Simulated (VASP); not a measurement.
A run of VASP 6.6.1 is set up as follows.

POSCAR

```
PbO
1.0
    3.9900000000      0.0000000000      0.0000000000
    0.0000000000      3.9900000000      0.0000000000
    0.0000000000      0.0000000000      5.0100000000
Pb O
2 2
Direct
    0.5000000000      0.0000000000      0.7600000000
    0.0000000000      0.5000000000      0.2400000000
    0.5000000000      0.5000000000      0.0000000000
    0.0000000000      0.0000000000      0.0000000000
```

Contents of INCAR.step1:

```
ALGO = Normal ; EDIFF = 1E-5
ENCUT = 520 ; GGA = PE
GGA_COMPAT = False ; ISIF = 2
ISMEAR = 0 ; KPAR = 4
LASPH = True ; LNONCOLLINEAR = True
LORBIT = 11 ; LREAL = False
LSORBIT = True ; LWAVE = True
MAGMOM = 0 0 0 0 0 0 0 0 0 0 0 0 ; NELM = 100
PREC = Accurate ; SIGMA = 0.02
```

Contents of INCAR.step2:

```
ALGO = Normal ; EDIFF = 1E-6
ENCUT = 520 ; GGA = PE
GGA_COMPAT = False ; HFSCREEN = 0.2
ISIF = 2 ; ISMEAR = 0
ISTART = 1 ; KPAR = 4
LASPH = True ; LCHARG = True
LHFCALC = True ; LNONCOLLINEAR = True
LORBIT = 11 ; LREAL = False
LSORBIT = True ; LVHAR = True
LWAVE = False ; MAGMOM = 0 0 0 0 0 0 0 0 0 0 0 0
NELM = 100 ; PREC = Accurate
PRECFOCK = Fast ; SIGMA = 0.02
```

File KPOINTS:

```
k-points
0
Gamma
  6 6 4
```

Potentials or basis: VASP PAW PBE potentials, release 64 (Pb_d, O).

Command:

```bash
$ cat potpaw_PBE.64/Pb_d/POTCAR potpaw_PBE.64/O/POTCAR > POTCAR
$ cp INCAR.step1 INCAR
$ mpirun -np 4 vasp_ncl > vasp.out
$ cp INCAR.step2 INCAR
$ mpirun -np 4 vasp_ncl > vasp.out
```

(1) What does it give for the pressure?

(2) Estimate the largest force.

## Answers

(1) -0.9 GPa.

(2) 0.577 eV/Å.

Caveat: the PAW data sets were made with another functional, which shifts forces and pressure a little.
